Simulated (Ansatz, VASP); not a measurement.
**Two plane-wave programs on Pt**

```
CELL_PARAMETERS angstrom
0.00000 1.98545 1.98545
1.98545 0.00000 1.98545
1.98545 1.98545 0.00000
ATOMIC_POSITIONS crystal
Pt 0.00000 0.00000 0.00000
```

Alike in both runs: functional PBE; k mesh 12 × 12 × 12; occupations gaussian, width 0.1 eV; no spin polarisation.

Ansatz relaxed the structure, and its values are those at the end. VASP's run is a single point on that final structure, the one shown.

```csv
,VASP,Ansatz
version,VASP 6.6.1,Ansatz 0.2.0
potentials or method,"VASP PAW PBE potentials, release 64 (Pt)","scalar-relativistic, plane waves, PAW"
plane-wave cutoff (eV),520,420
valence electrons in the cell,10,18
```

Ansatz gave:

* gap on the k mesh at the Fermi level (eV): none
* pressure (GPa): 0.0

Task: What did VASP give for the same quantities?

Result: gap on the k mesh at the Fermi level (eV): none; pressure (GPa): -0.5.

A gap of «none» marks a metal or a gap that the smearing closes. The two sets of potentials don't hold the same shells in valence.

Spin-orbit coupling is left out, which matters for the levels of Pt.
